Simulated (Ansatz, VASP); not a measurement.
# HgTe: VASP beside Ansatz

One calculation is typed for both programs; each brings its own data sets and cutoff. How far apart do they land? The cell is taken from a series of VASP runs on this material, whose earlier steps may have relaxed, scaled or displaced it; both programs get it as it stands.

Main program and level: Ansatz 0.2.0; plane waves, with VASP 6.6.1 beside it; zone-centre phonons at LDA and zone-centre phonons at r2SCAN with rVV10.

## 1. The structure

The structure is cubic, space group F-43m (No. 216). The conventional cell has a = 6.449 Å, b = 6.449 Å, c = 6.449 Å, α = 90.00°, β = 90.00°, γ = 90.00°. Nearest to Hg lie 4 Te at 2.79 Å. Te has 4 Hg at 2.79 Å nearest. Farther neighbours and most contacts between anions are not listed.

## 2. VASP: zone-centre phonons, LDA

Second derivatives magnify differences that forces hide, and they need a tight electronic threshold.

Lines of VASP's logs that name or quote its potential files are left out, and so is its time.

File INCAR:

```
SYSTEM = HgTe
PREC = Accurate
ENCUT = 450
EDIFF = 1E-08
NELM = 100
ISMEAR = 1
SIGMA = 0.15
LREAL = .FALSE.
ALGO = Normal
GGA = CA
NBANDS = 15
LORBIT = 11
LWAVE = .FALSE.
LCHARG = .FALSE.
KPAR = 2
IBRION = 8
ISIF = 2
```

File POSCAR:

```
HgTe
1.0
    0.0000000000      3.2243064502      3.2243064502
    3.2243064502      0.0000000000      3.2243064502
    3.2243064502      3.2243064502      0.0000000000
Hg Te
1 1
Direct
    0.0000000000      0.0000000000      0.0000000000
    0.7500000000      0.7500000000      0.7500000000
```

File KPOINTS:

```
Automatic mesh
0
Gamma
10 10 10
0 0 0
```

The projector-augmented-wave data sets are Hg and Te (LDA family, release 64).

The run is started by

```sh
mpirun -np 2 vasp_std
```

Numbers of over 12 decimals in the logs are rounded to 6 here.

What it wrote:

```text
[banner, memory and clock lines left out]
running    2 mpi-ranks, on    1 nodes
 distrk:  each k-point on    1 cores,    2 groups
 distr:  one band on    1 cores,    1 groups

 POSCAR found type information on POSCAR HgTe
 POSCAR found :  2 types and       2 ions
 LDA part: xc-table for (Slater(with rela. corr.)+CA(PZ))
 , standard interpolation
 POSCAR, INCAR and KPOINTS ok, starting setup
 FFT: planning ... GRIDC
 FFT: planning ... GRID_SOFT
 FFT: planning ... GRID
 WAVECAR not read
 entering main loop
       N       E                     dE             d eps       ncg     rms          rms(c)
DAV:   1     0.967755082456E+02    0.96776E+02   -0.73544E+03  1410   0.920E+02
DAV:   2    -0.181499116748E+01   -0.98590E+02   -0.93202E+02  1627   0.228E+02
DAV:   3    -0.523494319166E+01   -0.34200E+01   -0.34110E+01  1718   0.442E+01
DAV:   4    -0.526802154471E+01   -0.33078E-01   -0.33072E-01  2135   0.397E+00
DAV:   5    -0.526809298503E+01   -0.71440E-04   -0.71440E-04  1830   0.176E-01    0.779E+00
DAV:   6    -0.505511995473E+01    0.21297E+00   -0.42936E-01  1613   0.931E+00    0.617E+00
DAV:   7    -0.504134393779E+01    0.13776E-01   -0.96032E-02  1550   0.226E+00    0.218E+00
DAV:   8    -0.503866225006E+01    0.26817E-02   -0.10693E-02  1641   0.127E+00    0.547E-01
DAV:   9    -0.503830749975E+01    0.35475E-03   -0.72688E-04  1781   0.309E-01    0.124E-01
DAV:  10    -0.503830135967E+01    0.61401E-05   -0.67220E-05  1751   0.771E-02    0.524E-02
DAV:  11    -0.503830327881E+01   -0.19191E-05   -0.15963E-05  1677   0.370E-02    0.278E-02
DAV:  12    -0.503830216486E+01    0.11140E-05   -0.28724E-06  1578   0.155E-02    0.125E-02
DAV:  13    -0.503830218742E+01   -0.22561E-07   -0.22254E-07  1760   0.297E-03    0.892E-03
DAV:  14    -0.503830215197E+01    0.35447E-07   -0.85417E-08  1655   0.361E-03    0.184E-03
DAV:  15    -0.503830215016E+01    0.18099E-08   -0.21997E-08  1522   0.796E-04
   1 F= -.50383022E+01 E0= -.50383915E+01  d E =0.268120E-03
 Linear response reoptimize wavefunctions to high precision
DAV:   1    -0.503830215017E+01   -0.14325E-10   -0.47936E-10  1125   0.151E-04
 Linear response DOF=           2
 Linear response progress:
  Degree of freedom:   1/  2
       N       E                     dE             d eps       ncg     rms          rms(c)
RMM:   1    -0.379461916858E+00   -0.37946E+00   -0.15100E-01  8246   0.276E+00
RMM:   2    -0.377771816997E+00    0.16901E-02   -0.17119E-03  7845   0.294E-01    0.124E-01
RMM:   3    -0.377378601763E+00    0.39322E-03   -0.75813E-05  8533   0.526E-02    0.735E-02
RMM:   4    -0.377036646918E+00    0.34195E-03   -0.47442E-05  8240   0.386E-02    0.159E-02
RMM:   5    -0.377033981118E+00    0.26658E-05   -0.18590E-06  8976   0.875E-03    0.201E-03
RMM:   6    -0.377042850822E+00   -0.88697E-05   -0.91582E-08  8848   0.150E-03    0.556E-04
RMM:   7    -0.377043272511E+00   -0.42169E-06   -0.64192E-08  8978   0.526E-04    0.108E-04
RMM:   8    -0.377043035772E+00    0.23674E-06   -0.57539E-08  9158   0.221E-04    0.487E-05
RMM:   9    -0.377043185933E+00   -0.15016E-06   -0.55961E-08  9036   0.156E-04    0.828E-06
RMM:  10    -0.377043171733E+00    0.14200E-07   -0.55021E-08  9519   0.124E-04    0.271E-06
RMM:  11    -0.377043184569E+00   -0.12836E-07   -0.43883E-08  7884   0.119E-04    0.536E-07
RMM:  12    -0.377043169850E+00    0.14719E-07   -0.52380E-08  5442   0.117E-04    0.230E-07
RMM:  13    -0.377043174371E+00   -0.45202E-08   -0.70798E-08  4357   0.117E-04    0.207E-07
 first order change of Fermi-energy  -0.92709E-04
 force on displaced ion       1 direction 1 :  -3.906   0.000   0.000
 Linear response progress:
  Degree of freedom:   2/  2
       N       E                     dE             d eps       ncg     rms          rms(c)
RMM:   1    -0.481109043561E-01   -0.48111E-01    0.58031E-02 12616   0.106E+00
RMM:   2    -0.485838727321E-01   -0.47297E-03   -0.17321E-03  8004   0.280E-01    0.127E-01
RMM:   3    -0.485853602336E-01   -0.14875E-05   -0.10165E-04  8306   0.596E-02    0.777E-02
RMM:   4    -0.486278212815E-01   -0.42461E-04   -0.29194E-05  8355   0.312E-02    0.880E-03
RMM:   5    -0.486313672224E-01   -0.35459E-05   -0.11239E-06  8511   0.611E-03    0.450E-03
RMM:   6    -0.486314309659E-01   -0.63744E-07    0.23278E-08  8573   0.164E-03    0.184E-03
RMM:   7    -0.486297163687E-01    0.17146E-05    0.78524E-08  8538   0.597E-04    0.763E-04
RMM:   8    -0.486297551536E-01   -0.38785E-07    0.37552E-08  8669   0.218E-04    0.184E-04
RMM:   9    -0.486297700486E-01   -0.14895E-07    0.19281E-08  8559   0.713E-05    0.140E-05
RMM:  10    -0.486298115178E-01   -0.41469E-07    0.15234E-08  8903   0.344E-05    0.608E-06
RMM:  11    -0.486298309113E-01   -0.19393E-07    0.45404E-08  8230   0.269E-05    0.315E-06
RMM:  12    -0.486298343394E-01   -0.34281E-08    0.23585E-08  6480   0.239E-05    0.470E-07
 first order change of Fermi-energy   0.32294E-03
 force on displaced ion       2 direction 1 :  -3.901  -0.000  -0.000
 Linear response finished
```

Parts of OUTCAR (step 2):

```text
ion  position               nearest neighbor table
   1  0.000  0.000  0.000-   2 2.79   2 2.79   2 2.79   2 2.79
   2  0.750  0.750  0.750-   1 2.79   1 2.79   1 2.79   1 2.79

  LATTYP: Found a face centered cubic cell.
 ALAT       =     6.4486129004

 Subroutine GETGRP returns: Found 24 space group operations
 (whereof 24 operations were pure point group operations)

The static configuration has the point symmetry T_d .

 Found     47 irreducible k-points:

   k-points           NKPTS =     47   k-points in BZ     NKDIM =     47   number of bands    NBANDS=     15

   dimension x,y,z NGX =    32 NGY =   32 NGZ =   32
   dimension x,y,z NGXF=    64 NGYF=   64 NGZF=   64

   ENCUT  =  450.0 eV  33.07 Ry    5.75 a.u.   7.89  7.89  7.89*2*pi/ulx,y,z

   NELECT =      18.0000    total number of electrons

 k-points in reciprocal lattice and weights: Automatic mesh
   0.00000000  0.00000000  0.00000000       0.001
   0.10000000  0.00000000  0.00000000       0.008
   0.20000000  0.00000000  0.00000000       0.008
   0.30000000  0.00000000  0.00000000       0.008
   0.40000000  0.00000000  0.00000000       0.008
   0.50000000  0.00000000  0.00000000       0.004
   0.10000000  0.10000000  0.00000000       0.006
   0.20000000  0.10000000  0.00000000       0.024
   0.30000000  0.10000000  0.00000000       0.024
[...]
-0.30000000  0.40000000  0.20000000       0.024
  -0.30000000  0.50000000  0.20000000       0.012

 average (electrostatic) potential at core
       1 -40.7916       2 -92.2148

  Total       -0.0018313     -0.0018313     -0.0018313      0.0000000      0.0000000      0.0000000
  in kB       -0.0437660     -0.0437660     -0.0437660      0.0000000      0.0000000      0.0000000
  external PRESSURE =      -0.0437660 kB  Pullay stress =       0.0000000 kB

  energy-cutoff  :      450.00
  volume of cell :       67.04
      direct lattice vectors                 reciprocal lattice vectors
     0.000000000  3.224306450  3.224306450    -0.155072109  0.155072109  0.155072109
     3.224306450  0.000000000  3.224306450     0.155072109 -0.155072109  0.155072109
     3.224306450  3.224306450  0.000000000     0.155072109  0.155072109 -0.155072109

 POSITION                                       TOTAL-FORCE (eV/Angst)
 -----------------------------------------------------------------------------------
      0.00000      0.00000      0.00000         0.000000      0.000000      0.000000
      4.83646      4.83646      4.83646        -0.000000     -0.000000     -0.000000
 -----------------------------------------------------------------------------------
    total drift:                               -0.000000     -0.000000      0.000000

 Eigenvectors and eigenvalues of the dynamical matrix
 ----------------------------------------------------

   1 f  =    3.497136 THz    21.973154 2PiTHz  116.651904 cm-1    14.462986 meV
             X         Y         Z           dx          dy          dz
      0.000000  0.000000  0.000000     0.000000    0.623791    0.000000
      4.836460  4.836460  4.836460     0.000000   -0.781591    0.000000

   2 f  =    3.497136 THz    21.973154 2PiTHz  116.651904 cm-1    14.462986 meV
             X         Y         Z           dx          dy          dz
      0.000000  0.000000  0.000000    -0.623791    0.000000    0.000000
      4.836460  4.836460  4.836460     0.781591    0.000000    0.000000

   3 f  =    3.497136 THz    21.973154 2PiTHz  116.651904 cm-1    14.462986 meV
             X         Y         Z           dx          dy          dz
      0.000000  0.000000  0.000000     0.000000    0.000000   -0.623791
      4.836460  4.836460  4.836460     0.000000    0.000000    0.781591

   4 f/i=    0.001135 THz     0.007131 2PiTHz    0.037857 cm-1     0.004694 meV
             X         Y         Z           dx          dy          dz
      0.000000  0.000000  0.000000     0.781591    0.000000    0.000000
      4.836460  4.836460  4.836460     0.623791    0.000000    0.000000

   5 f/i=    0.001135 THz     0.007131 2PiTHz    0.037857 cm-1     0.004694 meV
             X         Y         Z           dx          dy          dz
      0.000000  0.000000  0.000000     0.000000   -0.781591    0.000000
      4.836460  4.836460  4.836460     0.000000   -0.623791    0.000000

   6 f/i=    0.001135 THz     0.007131 2PiTHz    0.037857 cm-1     0.004694 meV
             X         Y         Z           dx          dy          dz
      0.000000  0.000000  0.000000     0.000000    0.000000    0.781591
      4.836460  4.836460  4.836460     0.000000    0.000000    0.623791

 ELASTIC MODULI CONTR FROM IONIC RELAXATION (kBar)
 Direction    XX          YY          ZZ          XY          YZ          ZX
 --------------------------------------------------------------------------------
 XX          -0.0000      0.0000     -0.0000     -0.0000      0.0000      0.0000
 YY           0.0000     -0.0000      0.0000     -0.0000     -0.0000     -0.0000
 ZZ          -0.0000      0.0000     -0.0000      0.0000     -0.0000      0.0000
 XY          -0.0000     -0.0000      0.0000   -179.5452      0.0000     -0.0000
 YZ           0.0000     -0.0000     -0.0000      0.0000   -179.5452      0.0000
 ZX           0.0000     -0.0000      0.0000     -0.0000      0.0000   -179.5452
 --------------------------------------------------------------------------------
```

Energies printed during the response cycles are not total energies of the cell.

## 3. Ansatz: zone-centre phonons, LDA

Ansatz runs on its default PAW (the set named soft_2) files.

The same cell, functional (in two slightly different forms), mesh and smearing now go to Ansatz, which takes its cutoff from its data sets.

File input.yaml:

```yaml
crystal:
  lattice:
    - [0.0, 3.2243064502, 3.2243064502]
    - [3.2243064502, 0.0, 3.2243064502]
    - [3.2243064502, 3.2243064502, 0.0]
  atoms:
    - { symbol: Hg, position: [0.0, 0.0, 0.0] }
    - { symbol: Te, position: [0.75, 0.75, 0.75] }
hamiltonian:
  xc: lda
  pseudopotentials: { kind: paw }
kpoints:
  mp_grid: { grid: [10, 10, 10] }
scf:
  occupations: { method: methfessel_paxton, width: 0.15 }
phonons:
  method: dfpt
  qpoints: [[0, 0, 0]]
```

The run is started by

```sh
ansatz run input.yaml --threads 4 --pin off --max-ram 9216MiB --backend cpu --events-out ev --progress --plain --runs-dir out
```

What it wrote:

```text
zone centre: on kpoints.mp_grid the ground state, and the responses unless they are solved on pairs of k-points, stand on 102 of the mesh's 1000 k-points, reduced under 8 symmetry operations, with k and −k counted as one. Each operation leaves every solved displacement unchanged or reverses it
Engine: ansatz 0.2.0, aarch64-unknown-linux-gnu
Pseudopotentials: kind: paw
Pseudopotential: Hg, paw, valence charge 20, recommended cutoff 420 eV (normal), Hg.paw.azcp
Pseudopotential: Te, paw, valence charge 16, recommended cutoff 420 eV (normal), Te.paw.azcp
Functional definition: SPW92
  exchange = slater_x
  correlation = pw_c
Crystal: 2 atoms, lattice volume = 67.041 Å³
Basis set: ecut = 420 eV, 1363 PW (Γ), exchange–correlation on 64×64×64 points (8 copies of the dense FFT grid, shifted against one another)
Bands: 22, of which v1, the nominal top of the filled ones, is band 18 counted from 1 (17 counted from 0)
Symmetry: 24 space group operations
k-points: 102 of 1000 (irreducible under 8 space group operations, time reversal used)
Non-local potential: Hg, projectors of the file, l = 0: 3, l = 1: 2, l = 2: 2, l = 3: 1
Non-local potential: Te, projectors of the file, l = 0: 2, l = 1: 2, l = 2: 2, l = 3: 2
PAW form: soft (Blöchl's): semilocal exchange-correlation on the pseudo side does not see the compensation charge
PAW frozen core: Hg, regenerated for the run's functional, and the local potential with it (the file was generated under x = pbe(κ = 0.804, μ = 0.219515), c = pbe(β = 0.066725))
PAW frozen core: Te, regenerated for the run's functional, and the local potential with it (the file was generated under x = pbe(κ = 0.804, μ = 0.219515), c = pbe(β = 0.066725))
PAW one-centre angular grid: Hg, 590 points (default); XC on 64 Gauss nodes
PAW one-centre angular grid: Te, 590 points (default); XC on 64 Gauss nodes
Initial density: superposition of atomic densities (neutral atoms: chi_scale 0, normalization atom), corrected by the library's trained network
Initial wavefunctions: pseudopotential atomic-orbital guess
Functional: x = slater, c = lda
SCF iter   1: F=—  HF=-20349.890739 eV  |F-HF|=—  |Δ(HF+E_count)|=         —  Δρ=4.51e-3  dr2=9.35e-3  ethr=1.77e-3  ⟨swp⟩=5.9  Hψ=10333  notcnv=0
preconditioner: auto → none  [insulator: Δε(μ)=0.452 eV  Ē_g=10.530 eV  σ=0.150 eV  W_gap=0.53  n_scr=14 (ndim 8)  ℏωp=19.2 eV  f_vac=0.182  D(μ)=0.09/eV (n_scr^D=0)  ε∞_Penn≈4.3]
SCF iter   2: F=—  HF=-20349.887599 eV  |F-HF|=—  |Δ(HF+E_count)|=   3.14e-3  S|Δr|=    0.00e0  Δρ=1.88e-3  dr2=8.32e-4  ethr=2.60e-5  ⟨swp⟩=2.0  Hψ=4472  notcnv=0
SCF iter   3: F=—  HF=-20349.887630 eV  |F-HF|=—  |Δ(HF+E_count)|=   3.01e-5  S|Δr|=    0.00e0  Δρ=6.95e-4  dr2=1.25e-4  ethr=2.31e-6  ⟨swp⟩=1.0  Hψ=2244  notcnv=0
SCF iter   4: F=—  HF=-20349.887640 eV  |F-HF|=—  |Δ(HF+E_count)|=   1.08e-5  S|Δr|=    0.00e0  Δρ=1.00e-4  dr2=8.92e-6  ethr=3.47e-7  ⟨swp⟩=2.4  Hψ=3546  notcnv=0
SCF iter   5: F=—  HF=-20349.887636 eV  |F-HF|=—  |Δ(HF+E_count)|=   4.86e-6  S|Δr|=    0.00e0  Δρ=1.85e-5  dr2=1.83e-7  ethr=2.48e-8  ⟨swp⟩=2.0  Hψ=3061  notcnv=0
SCF iter   6: F=—  HF=-20349.887638 eV  |F-HF|=—  |Δ(HF+E_count)|=   2.18e-6  S|Δr|=    0.00e0  Δρ=4.66e-6  dr2=1.17e-8  ethr=5.10e-10  ⟨swp⟩=2.0  Hψ=3124  notcnv=0
SCF iter   7: F=—  HF=-20349.887638 eV  |F-HF|=—  |Δ(HF+E_count)|=   1.84e-9  S|Δr|=    0.00e0  Δρ=6.89e-7  dr2=3.23e-10  ethr=3.25e-11  ⟨swp⟩=2.6  Hψ=4278  notcnv=0
SCF iter   8: F=-20349.887638 eV  HF=-20349.887638 eV  |F-HF|=7.28e-12  |Δ(HF+E_count)|=  2.55e-11  S|Δr|=    0.00e0  Δρ=8.55e-8  dr2=3.27e-12  ethr=1.00e-12  ⟨swp⟩=5.5  Hψ=11700  notcnv=0
SCF 1 converged in 8 iterations: F = -20349.887638 eV  dr2 = 3.27e-12
  greatest PAW one-centre occupation: 1.000 electrons in one spin orbital (limit 2), on the Hg atom at site 0 (counted from 0), in its partial waves of l = 0
DFPT response loops at Γ: preconditioner auto → none (partly filled bands, converged f_vac=0.173); β = 0.50; Broyden in place of MSR1
SCF converged after 8 iterations
Stability not checked: this state was not tested for a lower state beside it, because cold or Methfessel-Paxton smearing, or corrected tetrahedra, fill the levels in a way that the test cannot read (fill_not_monotonic; see scf.lower_state_search)
Free energy (F): -20349.887638 eV
Harris-Foulkes:  -20349.887638 eV  (|F-HF|=7.28e-12)
Internal energy: -20349.887906 eV  (E = F + TS)
E sigma→0 (E₀):  -20349.887705 eV
Entropy (-TS):   0.000268 eV (0.134 meV/atom)
Fermi energy:    8.520967 eV
Step filling:    the computed levels leave a gap of 0.0000 eV = 0.0 smearing widths at the electron count; against every level under it full and every level over it empty, smearing changes F+E_penalty+E_count by +0.108 meV and its σ→0 estimate by +0.041 meV
--- Per-component energies (eV) ---
  E_band       = -780.349069
  E_kinetic    = 785.932927
  E_local      = -4802.062189  (includes V_loc(G=0)·N_el)
  E_nonlocal   = -224.486469
  E_hartree    = 2328.325278
  E_xc         = -342.685880
  E_vxc        = -366.738310  (∫ρ·V_xc dr)
  E_paw        = -14165.101805  (= ΣΔE_a)
  E_vpaw       = -829.646301  (= ΣTr[D̂ρ^β])
  E_aug_tail   = 0.000619  (compensation charges beyond the density's cutoff)
  E_ewald      = -3931.065141
  E_core_change = 1.254754  (= ΣΔE_core)
  E_smearing   = 0.000268  (= −TS)
  E_closure    = -0.000000  (closes the sum)
  Σ components = -20349.887638   (vs F -20349.887638, Δ=0.00e0)
--- Band table (eV; the first three rows and the last of 102) ---
  k-point 0: bands = [... 14 lower, 1.6794, 7.6082, 8.5156, 8.5156, 8.5156, 12.6935, 12.6935, 12.6935]
  k-point 1: bands = [... 14 lower, 1.6777, 6.8498, 8.3968, 8.3968, 8.9792, 12.5543, 12.8512, 12.8512]
  k-point 2: bands = [... 14 lower, 1.6762, 5.6636, 8.1168, 8.1168, 9.2674, 12.8616, 13.1873, 13.1873]
  k-point 101: bands = [... 14 lower, 2.2816, 2.9066, 5.8193, 5.9346, 11.4339, 12.4946, 14.2901, 14.7656]
--- Phonons (Γ-DFPT): 2 representative perturbations + reference, on 102 of 1000 k-points (Σ response iterations 6) ---
  k mesh reduced under 8 symmetry operations, with k and −k counted as one. Each operation leaves every solved displacement unchanged or reverses it
  ASR residual: 5.507e-5 → 0.000e0 eV/Å²; symmetrization residual: 3.338e-5 eV/Å²
  ASR residual per site (eV/Å²): 3.66e-5 5.51e-5
  Γ frequencies (cm⁻¹): 0.00 0.00 0.00 113.79 113.79 113.79
  non-analytic LO–TO correction: not included (Born effective charges unavailable; polar crystals: no LO–TO splitting at Γ)
--- Phonons (arbitrary-q DFPT): 1 explicit q-point ---
  q = [0, 0, 0] (of the zone-centre solve; hermiticity 1.80e-5, symmetrization 2.28e-12): -0.00 -0.00 0.00 113.79 113.79 113.79
  sum rule: each row above includes the acoustic sum rule's correction from the zone centre's row sums; it moved no ω² by more than (0.34 cm⁻¹)²
```

Wall time 11 s (4 threads of Arm Neoverse V2, shared host); peak memory 0.68 GiB.

In the SCF lines HF is the Harris–Foulkes energy and dr2 the Hartree energy of the density residual, in eV; the loop may stop once dr2 is under the threshold and the program's other checks hold. Hψ counts applications of the Hamiltonian.

## 4. Side by side

Known differences besides the potentials themselves: the two LDA forms differ slightly; the data sets hold 36 valence electrons in Ansatz (default PAW (the set named soft_2) files) and 18 in VASP; the cutoff is 420 eV in Ansatz and 450 eV in VASP; VASP's log shows a relativistic correction to its local exchange, Ansatz's none. Total energies have different zeros and are not compared.

Both answers:

| quantity | Ansatz | VASP | difference |
| --- | --- | --- | --- |
| optical mode 1 to 3 (cm⁻¹) | 113.8 | 116.7 | -2.45 % |

Modes are paired by rising frequency and degeneracy, not by their patterns, so a pair may still set unlike modes beside each other.

[end of part 1 of 2]

[Lines on the potential files, build, host, timing and source positions are cut from VASP's logs without a mark.]

[Logs are printed without paths, hosts, clocks, repeated set-up lines and the standing remarks that a program may print on its own settings, such as how far it seeks lower states.]

[Hosts, paths, dates, database ids (printed as entryN), source tags and the programs' standing remarks are cut or masked in the printed files.]
